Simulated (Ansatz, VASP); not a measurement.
# BN in VASP and in Ansatz

The input INCAR:

```
ALGO = Normal ; EDIFF = 1E-7
ENCUT = 520 ; GGA = PE
ISIF = 2 ; ISMEAR = 0
LASPH = True ; LCHARG = True
LELF = True ; LREAL = False
LVHAR = True ; LWAVE = False
NBANDS = 16 ; NELM = 60
PREC = Accurate ; SIGMA = 0.05
```

KPOINTS

```
k-points
0
Gamma
  12 12 6
```

POSCAR

```
BN
1.0
    2.4779426931      0.0000000000      0.0000000000
   -1.2389713465      2.1459613213      0.0000000000
    0.0000000000      0.0000000000      4.2245145352
B N
2 2
Direct
    0.6666666667      0.3333333333      0.9998058547
    0.3333333333      0.6666666667      0.4998058547
    0.6666666667      0.3333333333      0.6251941453
    0.3333333333      0.6666666667      0.1251941453
```

Input for Ansatz:

```yaml
crystal:
  lattice:
    - [2.4779426931, 0.0, 0.0]
    - [-1.2389713465, 2.1459613213, 0.0]
    - [0.0, 0.0, 4.2245145352]
  atoms:
    - { symbol: B, position: [0.6666666667, 0.3333333333, 0.9998058547] }
    - { symbol: B, position: [0.3333333333, 0.6666666667, 0.4998058547] }
    - { symbol: "N", position: [0.6666666667, 0.3333333333, 0.6251941453] }
    - { symbol: "N", position: [0.3333333333, 0.6666666667, 0.1251941453] }
basis:
  ecutwfc: 420
kpoints:
  mp_grid: { grid: [12, 12, 6] }
hamiltonian:
  xc: pbe
scf:
  occupations: { method: gaussian, width: 0.05 }
output:
  forces: true
  stress: true
  eigenvalues: true
```

Change from the starting cell: strain -0.030 along x and y, +0.000 along z, atoms carried along.

Alike in both runs: task single point; functional PBE; k mesh 12 × 12 × 6; occupations gaussian, width 0.05 eV; no spin polarisation.

```csv
,VASP,Ansatz
version,VASP 6.6.1,Ansatz 0.2.0
potentials or method,"VASP PAW PBE potentials, release 64 (B, N)","scalar-relativistic, plane waves, PAW"
plane-wave cutoff (eV),520,420
valence electrons in the cell,16,16
```

|  | VASP | Ansatz | Ansatz less VASP |
| --- | --- | --- | --- |
| gap on the k mesh at the Fermi level (eV) | 4.99 | 5.01 | +0.016 |
| least direct gap on the mesh (eV) | 7.87 | 7.88 | +0.004 |
| pressure (GPa) | 26.1 | 25.7 | -0.42 |
| largest component of the traceless stress (GPa) | 21.96 | 21.77 | -0.182 |
| rms of the force components (eV/Å) | 0.074 | 0.070 | -0.0046 |

Atom by atom the forces differ by 0.005 eV/Å (rms over components).

Caveats: so large a pressure means that the cell lies far from this level's equilibrium, or that cutoff or potentials fall short (VASP). A k mesh can miss the band edges.
